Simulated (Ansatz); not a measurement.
**Pb in Ansatz: the effect of functional**

Pb:

```
CELL_PARAMETERS angstrom
3.54825 0.00000 0.00000
-1.77413 3.07288 0.00000
0.00000 0.00000 5.69964
ATOMIC_POSITIONS crystal
Pb 0.66667 0.33333 0.75000
Pb 0.33333 0.66667 0.25000
```

This isn't the form of Pb at room conditions, which is fcc.

The cell isn't the ideal one: volume scaled by 1.06.

Alike in all runs:

| Quantity | Value |
| --- | --- |
| Program | Ansatz 0.2.0 |
| Task | single point |
| Potentials or basis | Ansatz PAW |
| k mesh | 9 × 9 × 5 |
| Occupations | fermi-dirac, width 0.05 eV |
| Spin | no spin polarisation |

| functional | cutoff | pressure (GPa) |
| --- | --- | --- |
| LDA | 420 eV (not typed: the program's choice for these potentials) | -2.9 |
| PBE | 420 eV (not typed: the program's choice for these potentials) | 1.3 |
| PBEsol | 420 eV (not typed: the program's choice for these potentials) | ? |
| r2SCAN | 500 eV (not typed: the program's choice for these potentials) | 0.1 |

Question: What does the run with functional PBEsol give?

Answer: Pressure -1.5 GPa.

Caveats: the PAW data sets come from PBE, with cores solved anew for the run's functional, which leaves a small shift of forces and pressure (some runs).
